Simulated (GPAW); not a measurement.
# KTaO3 (Pm-3m) in GPAW: further runs

Aim: see how the results for KTaO3 move with the level of theory and the settings. Levels: PBEsol+D3, PBEsol+D3(BJ), PBEsol+D3(BJ)+ATM, PBEsol+D4. Tasks: relaxation of cell and atoms.

Everything below comes from runs of GPAW 26.7.0. Logs are shortened: lines on timing, memory, paths and dates and some standing lists are left out, and cuts for length are marked. The log counts tension as positive stress, the text compression.

## 1. Starting point

The structure is cubic, space group Pm-3m (No. 221). Conventional cell: a = 3.988 Å, b = 3.988 Å, c = 3.988 Å, α = 90.00°, β = 90.00°, γ = 90.00°. Ta (site symmetry m-3m) has 6 O at 1.99 Å as nearest neighbours. K (site symmetry m-3m) is surrounded by 12 O at 2.82 Å. Around O (site symmetry 4/mmm) lie 2 Ta at 1.99 Å.

## 2. Relaxation of cell and atoms, PBEsol+D3

File run.py:

```python
from ase import Atoms
from ase.calculators.mixing import SumCalculator
from ase.filters import FrechetCellFilter
from ase.io import write
from ase.optimize import BFGS
from dftd3.ase import DFTD3
from gpaw import GPAW, PW, setup_paths

setup_paths.insert(0, '.')

atoms = Atoms(['Ta', 'K', 'O', 'O', 'O'],
              cell=[[3.9883, 0.0, 0.0],
                    [0.0, 3.9883, 0.0],
                    [0.0, 0.0, 3.9883]],
              scaled_positions=[[0.0, 0.0, 0.0],
                                [0.5, 0.5, 0.5],
                                [0.0, 0.0, 0.5],
                                [0.0, 0.5, 0.0],
                                [0.5, 0.0, 0.0]],
              pbc=True)

calc = GPAW(mode=PW(800),
            xc='PBEsol',
            kpts={'size': (7, 7, 7), 'gamma': True},
            occupations={'name': 'fermi-dirac', 'width': 0.05},
            nbands=36,
            convergence={'density': 1e-05, 'forces': 0.0001},
            maxiter=150,
            txt='gpaw.txt')
atoms.calc = SumCalculator([calc, DFTD3(method='pbesol', damping='d3zero')])
opt = BFGS(FrechetCellFilter(atoms), trajectory='relax.traj', logfile='-')
done = opt.run(fmax=0.02, steps=60)
calc.write('gs.gpw')
write('result.traj', atoms)
print('Converged:', done)
print('Cell:', atoms.cell.cellpar().round(4))
print('Volume:', round(atoms.get_volume(), 4))
print(atoms.get_scaled_positions().round(5))
```

Potentials or basis: PAW data sets generated in the run's folder for this functional, pw.

Launch:

```
$ gpaw-setup -f PBEsol K O Ta
$ OMP_NUM_THREADS=1 python run.py
```

gpaw.txt:

```text
__  _  _
 | _ |_)|_||  |
 |__||  | ||/\| - 26.7.0

Input parameters:
  mode=PW(ecut=800.0),
  convergence={'density': 1e-05, 'forces': 0.0001},
  kpts=MonkhorstPack(size=(7, 7, 7), gamma=True),
  maxiter=150,
  nbands=36,
  occupations=Occupations(name='fermi-dirac', width=0.05),
  xc=XC(name='PBEsol')

Diagonalizing LCAO Hamiltonian
Converting LCAO to pw mode
   .---------.
  /|         |
 * |         |
 | |         |
 | |   K     |
 O .---------.
 |O         /
 Ta---O----*

Atoms  # Å, Bohr magnetons
|   | symbol |        x |        y |        z |    initial magnetic moments |
|---|--------|----------|----------|----------|-----------------------------|
| 0 |     Ta | 0.000000 | 0.000000 | 0.000000 | ( 0.0000,  0.0000,  0.0000) |
| 1 |      K | 1.994150 | 1.994150 | 1.994150 | ( 0.0000,  0.0000,  0.0000) |
| 2 |      O | 0.000000 | 0.000000 | 1.994150 | ( 0.0000,  0.0000,  0.0000) |
| 3 |      O | 0.000000 | 1.994150 | 0.000000 | ( 0.0000,  0.0000,  0.0000) |
| 4 |      O | 1.994150 | 0.000000 | 0.000000 | ( 0.0000,  0.0000,  0.0000) |

Unit cell  # Å
| periodic |        x |        y |        z |  lengths |    angles |
|----------|----------|----------|----------|----------|-----------|
|      yes | 3.988300 | 0.000000 | 0.000000 | 3.988300 | 90.000000 |
|      yes | 0.000000 | 3.988300 | 0.000000 | 3.988300 | 90.000000 |
|      yes | 0.000000 | 0.000000 | 3.988300 | 3.988300 | 90.000000 |

Number of symmetries: 48
Symmetry operations  # r_c * U_cc + t_c -> r_c
|    | kind |            matrix            |
|----|------|------------------------------|
|  0 |  E   |  1, 0, 0,  0, 1, 0,  0, 0, 1 |
|  1 |  σ   |  1, 0, 0,  0, 1, 0,  0, 0,-1 |
|  2 |  σ   |  1, 0, 0,  0, 0, 1,  0, 1, 0 |
|  3 |  C4  |  1, 0, 0,  0, 0, 1,  0,-1, 0 |
|  4 |  C4  |  1, 0, 0,  0, 0,-1,  0, 1, 0 |
|  5 |  σ   |  1, 0, 0,  0, 0,-1,  0,-1, 0 |
|  6 |  σ   |  1, 0, 0,  0,-1, 0,  0, 0, 1 |
|  7 |  C2  |  1, 0, 0,  0,-1, 0,  0, 0,-1 |
|  8 |  σ   |  0, 1, 0,  1, 0, 0,  0, 0, 1 |
[... 261 lines left out ...]
Stress tensor  # eV/Ang^3
|        x |        y |        z |
|----------|----------|----------|
| 0.000468 | 0.000000 | 0.000000 |
| 0.000000 | 0.000468 | 0.000000 |
| 0.000000 | 0.000000 | 0.000468 |

Forces  # eV/Ang
|        x |        y |       z |
|----------|----------|---------|
|  0.00000 | -0.00000 | 0.00000 |  # Ta   0
|  0.00000 |  0.00000 | 0.00000 |  # K    1
|  0.00000 |  0.00000 | 0.00000 |  # O    2
|  0.00000 | -0.00000 | 0.00000 |  # O    3
| -0.00000 |  0.00000 | 0.00000 |  # O    4

Interpolating wave functions to new cell

              K
       O
         O
       Ta   O

Atoms  # Å, Bohr magnetons
|   | symbol |         x |         y |         z |    initial magnetic moments |
|---|--------|-----------|-----------|-----------|-----------------------------|
| 0 |     Ta | -0.000000 | -0.000000 | -0.000000 | ( 0.0000,  0.0000,  0.0000) |
| 1 |      K |  1.993430 |  1.993430 |  1.993430 | ( 0.0000,  0.0000,  0.0000) |
| 2 |      O |  0.000000 |  0.000000 |  1.993430 | ( 0.0000,  0.0000,  0.0000) |
| 3 |      O |  0.000000 |  1.993430 |  0.000000 | ( 0.0000,  0.0000,  0.0000) |
| 4 |      O |  1.993430 |  0.000000 |  0.000000 | ( 0.0000,  0.0000,  0.0000) |

Unit cell  # Å
| periodic |        x |        y |        z |  lengths |    angles |
|----------|----------|----------|----------|----------|-----------|
|      yes | 3.986860 | 0.000000 | 0.000000 | 3.986860 | 90.000000 |
|      yes | 0.000000 | 3.986860 | 0.000000 | 3.986860 | 90.000000 |
|      yes | 0.000000 | 0.000000 | 3.986860 | 3.986860 | 90.000000 |

Number of symmetries: 48
Symmetry operations  # r_c * U_cc + t_c -> r_c
|    | kind |            matrix            |
|----|------|------------------------------|
|  0 |  E   |  1, 0, 0,  0, 1, 0,  0, 0, 1 |
|  1 |  σ   |  1, 0, 0,  0, 1, 0,  0, 0,-1 |
|  2 |  σ   |  1, 0, 0,  0, 0, 1,  0, 1, 0 |
|  3 |  C4  |  1, 0, 0,  0, 0, 1,  0,-1, 0 |
|  4 |  C4  |  1, 0, 0,  0, 0,-1,  0, 1, 0 |
|  5 |  σ   |  1, 0, 0,  0, 0,-1,  0,-1, 0 |
|  6 |  σ   |  1, 0, 0,  0,-1, 0,  0, 0, 1 |
|  7 |  C2  |  1, 0, 0,  0,-1, 0,  0, 0,-1 |
|  8 |  σ   |  0, 1, 0,  1, 0, 0,  0, 0, 1 |
[... 251 lines left out ...]
Gap: 2.149 eV
Transition (v -> c):
  (s=0, k=19, n=19, [0.43, 0.43, 0.43]) -> (s=0, k=0, n=20, [0.00, 0.00, 0.00])
Direct/indirect transitions are different
Direct gap: 2.723 eV
Transition at: (s=0, k=0, n=19, [0.00, 0.00, 0.00])

Stress tensor  # eV/Ang^3
|         x |         y |         z |
|-----------|-----------|-----------|
| -0.000905 |  0.000000 |  0.000000 |
|  0.000000 | -0.000905 |  0.000000 |
|  0.000000 |  0.000000 | -0.000905 |

Forces  # eV/Ang
|        x |        y |        z |
|----------|----------|----------|
|  0.00000 |  0.00000 |  0.00000 |  # Ta   0
| -0.00000 | -0.00000 | -0.00000 |  # K    1
|  0.00000 |  0.00000 | -0.00000 |  # O    2
| -0.00000 | -0.00000 |  0.00000 |  # O    3
| -0.00000 | -0.00000 | -0.00000 |  # O    4

Interpolating wave functions to new cell

              K
       O
         O
       Ta   O

Atoms  # Å, Bohr magnetons
|   | symbol |         x |         y |         z |    initial magnetic moments |
|---|--------|-----------|-----------|-----------|-----------------------------|
| 0 |     Ta | -0.000000 |  0.000000 | -0.000000 | ( 0.0000,  0.0000,  0.0000) |
| 1 |      K |  1.988798 |  1.988798 |  1.988798 | ( 0.0000,  0.0000,  0.0000) |
| 2 |      O |  0.000000 | -0.000000 |  1.988798 | ( 0.0000,  0.0000,  0.0000) |
| 3 |      O |  0.000000 |  1.988798 | -0.000000 | ( 0.0000,  0.0000,  0.0000) |
| 4 |      O |  1.988798 | -0.000000 |  0.000000 | ( 0.0000,  0.0000,  0.0000) |

Unit cell  # Å
| periodic |        x |         y |         z |  lengths |    angles |
|----------|----------|-----------|-----------|----------|-----------|
|      yes | 3.977596 | -0.000000 |  0.000000 | 3.977596 | 90.000000 |
|      yes | 0.000000 |  3.977596 | -0.000000 | 3.977596 | 90.000000 |
|      yes | 0.000000 | -0.000000 |  3.977596 | 3.977596 | 90.000000 |

Number of symmetries: 48
Symmetry operations  # r_c * U_cc + t_c -> r_c
|    | kind |            matrix            |
|----|------|------------------------------|
|  0 |  E   |  1, 0, 0,  0, 1, 0,  0, 0, 1 |
|  1 |  σ   |  1, 0, 0,  0, 1, 0,  0, 0,-1 |
|  2 |  σ   |  1, 0, 0,  0, 0, 1,  0, 1, 0 |
|  3 |  C4  |  1, 0, 0,  0, 0, 1,  0,-1, 0 |
|  4 |  C4  |  1, 0, 0,  0, 0,-1,  0, 1, 0 |
|  5 |  σ   |  1, 0, 0,  0, 0,-1,  0,-1, 0 |
|  6 |  σ   |  1, 0, 0,  0,-1, 0,  0, 0, 1 |
|  7 |  C2  |  1, 0, 0,  0,-1, 0,  0, 0,-1 |
|  8 |  σ   |  0, 1, 0,  1, 0, 0,  0, 0, 1 |
[... 252 lines left out ...]
Gap: 2.164 eV
Transition (v -> c):
  (s=0, k=19, n=19, [0.43, 0.43, 0.43]) -> (s=0, k=0, n=20, [0.00, 0.00, 0.00])
Direct/indirect transitions are different
Direct gap: 2.734 eV
Transition at: (s=0, k=0, n=19, [0.00, 0.00, 0.00])

Stress tensor  # eV/Ang^3
|         x |         y |         z |
|-----------|-----------|-----------|
| -0.009887 | -0.000000 |  0.000000 |
| -0.000000 | -0.009887 | -0.000000 |
|  0.000000 | -0.000000 | -0.009887 |

Forces  # eV/Ang
|        x |        y |        z |
|----------|----------|----------|
| -0.00000 |  0.00000 |  0.00000 |  # Ta   0
|  0.00000 | -0.00000 |  0.00000 |  # K    1
|  0.00000 |  0.00000 |  0.00000 |  # O    2
| -0.00000 |  0.00000 | -0.00000 |  # O    3
|  0.00000 |  0.00000 |  0.00000 |  # O    4

# Writing to gs.gpw (mode='')
```

stdout:

```text
Step          Energy          fmax
BFGS:    0      -42.584020        0.126425
BFGS:    1      -42.584624        0.109433
BFGS:    2      -42.586169        0.000813
Converged: True
Cell: [ 3.9776  3.9776  3.9776 90.     90.     90.    ]
Volume: 62.9306
[[0.  0.  0. ]
 [0.5 0.5 0.5]
 [0.  0.  0.5]
 [0.  0.5 0. ]
 [0.5 0.  0. ]]
```

It took 2.1 min on 1 thread of Arm Neoverse V1, shared host; peak memory 0.27 GiB.

What came out:

```
Free energy                            : -42.5862 eV
Relaxed volume                         : 12.59 Å³/atom
Relaxed cell                           : a = 3.978 Å, b = 3.978 Å, c = 3.978 Å, α = 90.00°, β = 90.00°, γ = 90.00°
Space group after relaxing (to 0.05 Å) : Pm-3m (No. 221)
Energy gained by relaxing              : 0.4 meV/atom
Ionic steps                            : 3
Pressure after relaxing                : 0.0 GPa
Band gap on the k mesh                 : 2.16 eV, indirect (least direct gap 2.73 eV)
Dispersion energy per atom             : -0.153 eV
```

The path:
```tsv
step	energy change (eV)	largest force (eV/Å)	pressure (GPa)	volume (Å³)
1	0.0000	0.0000	-1.60	63.44
2	-0.0006	0.0000	-1.38	63.37
3	-0.0021	0.0000	0.01	62.93
```

Final structure:
```
Ta K O
1.0
     3.97760    0.00000    0.00000
     0.00000    3.97760    0.00000
     0.00000    0.00000    3.97760
Ta K O
1 1 3
Cartesian
  0.0000 0.0000 0.0000
  1.9888 1.9888 1.9888
  0.0000 0.0000 1.9888
  0.0000 1.9888 0.0000
  1.9888 0.0000 0.0000
```

Levels at points of the mesh, in eV from the valence-band top:
| k point | band 16 | band 17 | band 18 | band 19 | band 20 | band 21 | band 22 | band 23 | band 24 | band 25 |
| --- | --- | --- | --- | --- | --- | --- | --- | --- | --- | --- |
| (0.00, 0.00, 0.00) | -1.03 | -1.03 | -0.57 | -0.57 | -0.57 | 2.16 | 2.16 | 2.16 | 6.59 | 6.90 |

Caveat: later steps reuse the first step's grids; spin-orbit coupling is left out, which moves the levels of the heavy elements; an odd mesh through Γ misses points on the zone boundary, where band edges often lie.

(Part 1 of 2 ends here.)
